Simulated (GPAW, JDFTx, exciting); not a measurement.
BAs: 3 runs at one level of theory

```
As B
1.0
     0.00000    2.38850    2.38850
     2.38850    0.00000    2.38850
     2.38850    2.38850    0.00000
As B
1 1
Direct
  0.25000 0.25000 0.25000
  0.00000 0.00000 0.00000
```

Alike in all runs: task single point; functional LDA; k mesh 10 × 10 × 10; occupations gaussian, width 0.1 eV; no spin polarisation; no spin-orbit coupling. LDA stands for any of its common fits. Pressure is positive in compression and, in plane waves, holds the error of the finite cutoff.

| program and potentials | plane-wave cutoff (eV) | notes | band gap (eV) | pressure (GPa) |
| --- | --- | --- | --- | --- |
| JDFTx, PseudoDojo-SR-LDA-0.4.1-standard with smoothed tails | 1088 | 9 valence electrons an atom on average | 1.14 | -4.17 |
| GPAW, the program's PAW data sets (release 1.2.1) made for this functional | 800 | 4 valence electrons an atom on average | 1.13 | -3.45 |
| exciting, all-electron LAPW+lo, shipped species files, valence relativity iora* | - | - | 1.13 | - |

The band gap spans 1.13 (GPAW, the program's PAW data sets (release 1.2.1) made for this functional) to 1.14 eV (JDFTx, PseudoDojo-SR-LDA-0.4.1-standard with smoothed tails), with all-electron results at 1.13. The pressure spans -4.17 (JDFTx, PseudoDojo-SR-LDA-0.4.1-standard with smoothed tails) to -3.45 GPa (GPAW, the program's PAW data sets (release 1.2.1) made for this functional). Spin-orbit coupling, left out here, moves the band edges of heavy atoms. The gap is indirect and read on the mesh alone.

The functional is the same throughout but for its coding, so the spread measures potentials, basis and numerics; runs on potential files found faulty are left out.
